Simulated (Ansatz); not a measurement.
The following input was run with Ansatz 0.2.0.

```yaml
crystal:
  lattice:
    - [-0.053991873, 2.9277078285, 2.9224808925]
    - [2.8503135375, -0.0237588, 2.8922478195]
    - [2.8513826835, 2.8985439015, -0.024827946]
  atoms:
    - { symbol: Pb, position: [-0.0079397949, 0.0258632591, -0.0283953735] }
    - { symbol: F, position: [0.2648290318, 0.3041037426, 0.2548116908] }
    - { symbol: F, position: [0.7431090796, 0.6700346819, 0.7735819991] }
basis:
  ecutwfc: 420
kpoints:
  mp_grid: { grid: [8, 8, 8] }
hamiltonian:
  xc: pbe
scf:
  occupations: { method: gaussian, width: 0.02 }
output:
  forces: true
  stress: true
  eigenvalues: true
```

It can be run as
```bash
ansatz run input.yaml --threads 1 --pin off --backend cpu --events-out ev --progress --plain --runs-dir out  # memory cap (--max-ram) not shown
```

Computed with DFT PBE, scalar-relativistic, plane waves, PAW in Ansatz 0.2.0.

Part of what the program printed, abridged:

```
Pseudopotentials: kind: paw
Pseudopotential: Pb, paw, valence charge 14, recommended cutoff 420 eV (normal)
Pseudopotential: F, paw, valence charge 7, recommended cutoff 420 eV (normal)
Functional definition: PBE
Crystal: 3 atoms, lattice volume = 49.147 Å³
Basis set: ecut = 420 eV, 945 PW (Γ), exchange–correlation on 60×60×60 points (8 copies of the dense FFT grid, shifted against one another)
Bands: 18, of which v1, the nominal top of the filled ones, is band 14 counted from 1 (13 counted from 0)
Symmetry: 1 space group operations
Space group: P1 (ITA 1), of the structure as read, at distance tolerance 3.7e-5 Å
k-points: 260 of 512 (time reversal used)
Initial density: superposition of atomic densities (neutral atoms: chi_scale 0, normalization atom), corrected by the library's trained network
Initial wavefunctions: pseudopotential atomic-orbital guess
Functional: x = pbe(κ = 0.804, μ = 0.21951497), c = pbe(β = 0.06672455)
SCF iter   1: F=—  HF=-13524.099875 eV  |F-HF|=—  |Δ(HF+E_count)|=         —  Δρ=1.20e-3  dr2=4.85e-4  ethr=1.77e-3  ⟨swp⟩=5.6  Hψ=23160  notcnv=0
SCF iter   2: F=—  HF=-13524.100633 eV  |F-HF|=—  |Δ(HF+E_count)|=   7.58e-4  Δρ=5.99e-4  dr2=8.16e-5  ethr=1.73e-6  ⟨swp⟩=2.9  Hψ=11841  notcnv=0
SCF iter   3: F=—  HF=-13524.100760 eV  |F-HF|=—  |Δ(HF+E_count)|=   1.27e-4  Δρ=3.57e-4  dr2=4.17e-5  ethr=2.91e-7  ⟨swp⟩=2.0  Hψ=9267  notcnv=0
SCF iter   4: F=—  HF=-13524.100758 eV  |F-HF|=—  |Δ(HF+E_count)|=   1.99e-6  Δρ=8.29e-5  dr2=1.62e-6  ethr=1.49e-7  ⟨swp⟩=2.0  Hψ=8060  notcnv=0
SCF iter   5: F=—  HF=-13524.100760 eV  |F-HF|=—  |Δ(HF+E_count)|=   2.47e-6  Δρ=3.08e-5  dr2=2.42e-7  ethr=5.77e-9  ⟨swp⟩=2.0  Hψ=8124  notcnv=0
SCF iter   6: F=-13524.100761 eV  HF=-13524.100761 eV  |F-HF|=2.13e-8  |Δ(HF+E_count)|=   3.53e-7  Δρ=1.67e-5  dr2=8.99e-8  ethr=3.57e-10  ⟨swp⟩=6.1  Hψ=22258  notcnv=0
SCF 1 converged in 6 iterations: F = -13524.100761 eV  dr2 = 8.99e-8
SCF converged after 6 iterations
Free energy (F): -13524.100761 eV
Harris-Foulkes:  -13524.100761 eV  (|F-HF|=2.13e-8)
Internal energy: -13524.100761 eV  (E = F + TS)
E sigma→0 (E₀):  -13524.100761 eV
Fermi energy:    8.300830 eV
--- Per-component energies (eV) ---
  E_band       = -103.935580
  E_kinetic    = 702.720432
  E_local      = -2233.969269  (includes V_loc(G=0)·N_el)
  E_nonlocal   = 497.717959
  E_hartree    = 864.570143
  E_xc         = -382.714330
  E_vxc        = -339.646062  (∫ρ·V_xc dr)
  E_paw        = -10802.729855  (= ΣΔE_a)
  E_vpaw       = -459.907146  (= ΣTr[D̂ρ^β])
  E_aug_tail   = 0.004170  (compensation charges beyond the density's cutoff)
  E_ewald      = -2169.700011
  E_smearing   =  0.000000  (= −TS)
--- Forces (eV/Å), atoms counted from 1 ---
  atom   1  Pb    -0.55133673     0.73079495    -0.63746105
  atom   2  F     -0.85079656     0.26561364    -1.02831980
  atom   3  F      1.40210709    -0.99639387     1.66575255
--- Stress (GPa, compression-positive) ---
       12.817376      -7.267173       2.370393
       -7.267173      11.798654      -6.519004
        2.370393      -6.519005      12.895688
  P = ⅓ Tr σ = 12.5039 GPa (125.039 kbar)
--- Band table (eV; the first three rows and the last of 260) ---
  k-point 0: bands = ["-15.8368", "-14.8833", "-8.5728", "-8.5563", "-8.5109", "-8.4564", "-8.4498", "1.2385", "2.7943", "2.8621", "3.2566", "3.3290", "3.7442", "3.9966", "12.4638", "12.7192", "14.1529", "16.5651"]
  k-point 1: bands = ["-15.7996", "-14.9186", "-8.5684", "-8.5462", "-8.4960", "-8.4528", "-8.4292", "0.9155", "2.6284", "2.8452", "3.2057", "3.4892", "3.7725", "4.3070", "12.0813", "12.5624", "14.2385", "17.4941"]
  k-point 2: bands = ["-15.7019", "-15.0091", "-8.5620", "-8.5362", "-8.4856", "-8.4367", "-8.3452", "0.3471", "2.4133", "2.6732", "3.1260", "3.6624", "3.8037", "4.9950", "11.2452", "12.6012", "14.6596", "18.6665"]
  k-point 259: bands = ["-15.6693", "-15.0191", "-8.5266", "-8.5041", "-8.4801", "-8.4407", "-8.2875", "0.4447", "2.2092", "2.4839", "2.8404", "3.4947", "3.6758", "5.2846", "10.4984", "13.0359", "15.1062", "19.1546"]
```

The run converged.

Spin–orbit coupling is left out, which can shift energies with elements as heavy as these.